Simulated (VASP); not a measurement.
# CaO: from the relaxed cell to its vibrations, part 2 of 2

What lattice, stiffness and vibrations does CaO have at one level of theory? The starting structure is a measured crystal structure from the Crystallography Open Database. All runs use LDA.

VASP 6.6.1.

So far. Step 3 (Elastic constants): The elastic tensor has C11 = 263.5, C12 = 63.0, C44 = 79.7 GPa; its Hill averages are a bulk modulus of 129.8 and a shear modulus of 87.3 GPa. Step 4 (Modes of the relaxed cell): The zone-centre modes at 13.134 Å³ an atom are T1u 294.0 cm⁻¹.

**5. Modes at 0.97 of that volume (continued)**

Level of this step: LDA; plane waves and PAW (Ca_sv, O) (VASP).

Parts of OUTCAR (step 5):

```text
  Total        0.6712145      0.6712145      0.6712145     -0.0000000     -0.0000000      0.0000000
  in kB       42.2055427     42.2055427     42.2055427     -0.0000000     -0.0000000      0.0000000
  external PRESSURE =      42.2055427 kB  Pullay stress =       0.0000000 kB

 POSITION                                       TOTAL-FORCE (eV/Angst)
 -----------------------------------------------------------------------------------
      0.00000      0.00000      0.00000        -0.000000     -0.000000     -0.000000
      2.33556      2.33556      2.33556         0.000000      0.000000      0.000000
 -----------------------------------------------------------------------------------
    total drift:                                0.000000      0.000000      0.000000

 MACROSCOPIC STATIC DIELECTRIC TENSOR (including local field effects in DFT)
 ------------------------------------------------------
           3.901232     0.000000     0.000000
           0.000000     3.901232     0.000000
          -0.000000    -0.000000     3.901232
 ------------------------------------------------------

 MACROSCOPIC STATIC DIELECTRIC TENSOR IONIC CONTRIBUTION
 ------------------------------------------------------
           9.633479    -0.000000     0.000000
          -0.000000     9.633479     0.000000
           0.000000     0.000000     9.633479
 ------------------------------------------------------

[... 1 part as in an earlier step ...]

[... 1 further part left out ...]
```

The zone-centre modes at 12.740 Å³ an atom are T1u 316.0 cm⁻¹.

**6. Modes at 1.03 of that volume**

Shape and positions were first relaxed at this volume, in a run that isn't shown.

The input, INCAR:

```
SYSTEM = CaO
PREC = Accurate
ENCUT = 560
EDIFF = 1E-08
NELM = 100
ISMEAR = 0
SIGMA = 0.03
LREAL = .FALSE.
ALGO = Normal
GGA = CA
NBANDS = 14
LORBIT = 11
LWAVE = .FALSE.
LCHARG = .FALSE.
KPAR = 4
IBRION = 8
LEPSILON = .TRUE.
LPEAD = .TRUE.
ISIF = 2
```

The input, POSCAR:

```
CaO
1.0
    0.0000000000      2.3827545155      2.3827545155
    2.3827545155      0.0000000000      2.3827545155
    2.3827545155      2.3827545155      0.0000000000
Ca O
1 1
Direct
    0.0000000000      0.0000000000      0.0000000000
    0.5000000000      0.5000000000      0.5000000000
```

The input, KPOINTS:

```
Automatic mesh
0
Gamma
16 16 16
0 0 0
```

Potentials, in the order of the species: Ca_sv and O (LDA family, release 64).

Launch:

```console
$ mpirun -np 4 vasp_std
```

Output:

```text
[... set-up lines as in an earlier step ...]
 entering main loop
       N       E                     dE             d eps       ncg     rms          rms(c)
DAV:   1     0.132293503330E+03    0.13229E+03   -0.89032E+03  4060   0.124E+03
DAV:   2    -0.979545088201E+01   -0.14209E+03   -0.13281E+03  5036   0.313E+02
DAV:   3    -0.157248165375E+02   -0.59294E+01   -0.58812E+01  4534   0.667E+01
DAV:   4    -0.159187300109E+02   -0.19391E+00   -0.19376E+00  6064   0.104E+01
[...]
DAV:  12    -0.142142358478E+02    0.10252E-06   -0.40954E-06  4472   0.208E-02    0.360E-03
DAV:  13    -0.142142357252E+02    0.12259E-06   -0.15025E-07  5580   0.374E-03    0.357E-04
DAV:  14    -0.142142357229E+02    0.23081E-08   -0.12459E-08  3646   0.118E-03
   1 F= -.14214236E+02 E0= -.14214236E+02  d E =-.899640E-40
 Linear response reoptimize wavefunctions to high precision
DAV:   1    -0.142142357235E+02   -0.58117E-09   -0.41020E-09  5084   0.493E-04
DAV:   2    -0.142142357235E+02   -0.50477E-10   -0.13901E-10  2150   0.114E-04
 Linear response to external field (no local field effect), progress :
[...]
RMM:  22    -0.386424097234E+00   -0.25220E-07    0.38575E-06 17745   0.746E-04    0.250E-04
 first order change of Fermi-energy   0.40033E-04
 force on displaced ion       1 direction 1 :  -3.145   0.000   0.000
 Born effective charge ion    1 direction 1 :   2.361   0.000   0.000
 Linear response progress:
  Degree of freedom:   2/  2
       N       E                     dE             d eps       ncg     rms          rms(c)
RMM:   1    -0.362549129418E+00   -0.36255E+00    0.22020E-01 20056   0.341E+00
RMM:   2    -0.353988016137E+00    0.85611E-02   -0.75288E-03 16864   0.659E-01    0.112E-01
RMM:   3    -0.355261094233E+00   -0.12731E-02   -0.18305E-03 18197   0.202E-01    0.607E-02
RMM:   4    -0.357009578542E+00   -0.17485E-02   -0.81361E-04 17862   0.141E-01    0.159E-02
[...]
RMM:  14    -0.357066911028E+00   -0.44883E-07   -0.11179E-07 23258   0.352E-05    0.911E-07
RMM:  15    -0.357066894051E+00    0.16977E-07    0.33999E-08 23115   0.173E-05    0.466E-07
RMM:  16    -0.357066897405E+00   -0.33547E-08   -0.45345E-08 20900   0.883E-06    0.729E-07
 first order change of Fermi-energy   0.29061E-03
 force on displaced ion       2 direction 1 :  -3.094   0.000   0.000
 Born effective charge ion    2 direction 1 :  -2.363   0.000   0.000
 Born effective charges drift removed
 Linear response finished
```

Elapsed: 3.3 min, on 4 MPI ranks of Intel Xeon 6975P-C (Granite Rapids), shared host; peak memory 2.8 GiB; 13 min of CPU time.

From OUTCAR (step 6):

```text
  Total       -0.6000204     -0.6000204     -0.6000204     -0.0000000     -0.0000000     -0.0000000
  in kB      -35.5311022    -35.5311022    -35.5311022     -0.0000000     -0.0000000     -0.0000000
  external PRESSURE =     -35.5311022 kB  Pullay stress =       0.0000000 kB

 POSITION                                       TOTAL-FORCE (eV/Angst)
 -----------------------------------------------------------------------------------
      0.00000      0.00000      0.00000        -0.000000      0.000000     -0.000000
      2.38275      2.38275      2.38275         0.000000     -0.000000      0.000000
 -----------------------------------------------------------------------------------
    total drift:                                0.000000      0.000000      0.000000

 MACROSCOPIC STATIC DIELECTRIC TENSOR (including local field effects in DFT)
 ------------------------------------------------------
           3.860461     0.000000    -0.000000
           0.000000     3.860461     0.000000
           0.000000     0.000000     3.860461
 ------------------------------------------------------

 MACROSCOPIC STATIC DIELECTRIC TENSOR IONIC CONTRIBUTION
 ------------------------------------------------------
          11.969157     0.000000     0.000000
           0.000000    11.969157     0.000000
           0.000000     0.000000    11.969157
 ------------------------------------------------------

[... 1 part as in an earlier step ...]

[... 1 further part left out ...]
```

The zone-centre modes at 13.528 Å³ an atom are T1u 271.9 cm⁻¹.

**7. All runs side by side**

```csv
run,volume (Å³/atom),T1u,core minutes
relaxation,13.134,-,0.173
elastic constants,13.134,-,7.0
modes of the relaxed cell,13.134,294.0,13.1
modes at 0.97 of that volume,12.74,316.0,14.1
modes at 1.03 of that volume,13.528,271.9,13.3
```

Modes are in cm⁻¹, degenerate ones as one, matched by symmetry and order. A number in brackets counts the listed modes of one symmetry from the lowest. The symmetry labels come from an automatic analysis and can be wrong where levels nearly coincide. Core minutes are wall time times ranks of the run shown, on a shared host.

**8. Summary of results**

```yaml
relaxed_volume: 13.13 Å³/atom
bulk_modulus_from_two_volumes: 129 GPa
hill_shear_modulus: 87.3 GPa
mode_t1u: 294.0 cm⁻¹
grueneisen_parameter_of_t1u: 2.51
```

In words: At the LDA level CaO relaxes to 13.13 Å³ an atom. The bulk modulus is 129.0 GPa from the pressures at two volumes and 129.8 GPa as the Hill average of the elastic tensor, so the two routes agree. The mode Grüneisen parameters, from the cells at 0.97 and 1.03 of the volume, come to 2.51 (T1u). The dielectric constants and Born charges in the logs aren't compared here; at a small gap they can be far off, and in a run without a gap they mean nothing. The frequencies are harmonic, and the splitting of polar modes by their long-range field is left out. All values are for a static lattice. Further runs on this material are not shown.

[Lines on the potential files, build, host, timing and source positions are cut from VASP's logs without a mark.]

[Logs are printed without paths, hosts, clocks, repeated set-up lines and the standing remarks that a program may print on its own settings, such as how far it seeks lower states.]

[Hosts, paths, dates, database ids (printed as entryN), source tags and the programs' standing remarks are cut or masked in the printed files.]
